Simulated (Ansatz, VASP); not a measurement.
## One calculation of Be2C, two programs

```
Be C
1.0
     0.00000    2.13365    2.13365
     2.13365    0.00000    2.13365
     2.13365    2.13365    0.00000
Be C
2 1
Direct
  0.25000 0.25000 0.25000
  0.75000 0.75000 0.75000
  0.00000 0.00000 0.00000
```

Alike in both runs: task relaxation of cell and atoms; functional LDA; k mesh 12 × 12 × 12; occupations gaussian, width 0.02 eV; no spin polarisation.

|  | VASP | Ansatz |
| --- | --- | --- |
| version | VASP 6.6.1 | Ansatz 0.2.0 |
| potentials or method | VASP PAW LDA potentials, release 64 (Be, C) | scalar-relativistic, plane waves, PAW |
| plane-wave cutoff (eV) | 600 | 420 |
| valence electrons in the cell | 8 | 8 |

```csv
,VASP,Ansatz,Ansatz less VASP
"gap on the k mesh at the Fermi level, each at its own relaxed structure (eV)",1.20,1.20,+0.007
relaxed volume (Å³/atom),6.49,6.48,-0.015
relaxed cell length with the largest relative difference (Å),3.020,3.018,-0.0023
```

A k mesh can miss the band edges. Expect the measured gap to be larger: semilocal functionals such as LDA lack the derivative discontinuity.
